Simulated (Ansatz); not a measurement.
PbS under changes of volume

One of the cells (26.686 Å³/atom); the others are scaled copies at fixed shape and fractional positions:

```xyz
2
Lattice="2.1127 1.2197 3.4519 -2.1127 1.2197 3.4519 0.0000 -2.4395 3.4519" Properties=species:S:1:pos:R:3 pbc="T T T"
Pb    0.0000    0.0000   10.1545
S     0.0000    0.0000    4.9193
```

The cell is a database's computed one.

```yaml
Program: Ansatz 0.2.0
Functional: PBEsol
Potentials_or_basis: all-electron LAPW, scalar-relativistic
Cutoff: 179 eV (chosen from the basis error)
Basis_error_allowed: 0.001 eV/atom
k_mesh: 8 × 8 × 8
Occupations: fermi-dirac, width 0.05 eV
Spin: no spin polarisation
```

```tsv
volume (Å³/atom)	energy over the lowest point (meV/atom)	pressure (GPa)	gap on the mesh (eV)	largest force (eV/Å)
25.085	3.01	1.6	0.14	0.040
25.618	0.00	0.2	0.21	0.028
26.152	1.18	-1.0	0.28	0.017
26.686	?	?	?	?
27.220	14.49	-3.0	0.41	0.003
27.753	25.89	-3.8	0.47	0.013
28.287	40.01	-4.6	0.53	0.022
```

**Question.** What does the run at 26.686 Å³/atom give?

**Answer.** Energy over the lowest point 6.14 meV/atom; pressure -2.0 GPa; gap on the mesh 0.35 eV; largest force 0.007 eV/Å.

Worked out: A Birch-Murnaghan fit of order 3 (a polynomial in V^(-2/3)) to the other rows has its minimum at 25.73 Å³/atom with B0 = V·E''(V) = 59 GPa and B' = 4.2 at fixed shape and positions, which overstates the stiffness. It gives 6.14 meV/atom at 26.686 Å³/atom, against the run's 6.14, and -dE/dV = -2.0 GPa, against -2.0. A straight line through the other rows of the gap, of slope 3.25 eV per unit of ln V (its deformation potential), gives 0.34 eV, against the run's 0.35.

Energies are extrapolated to zero smearing.

Caveats: spin-orbit coupling is left out, which as a rule narrows the gap of such compounds by several tenths of an eV.

A mesh can miss the band edges.
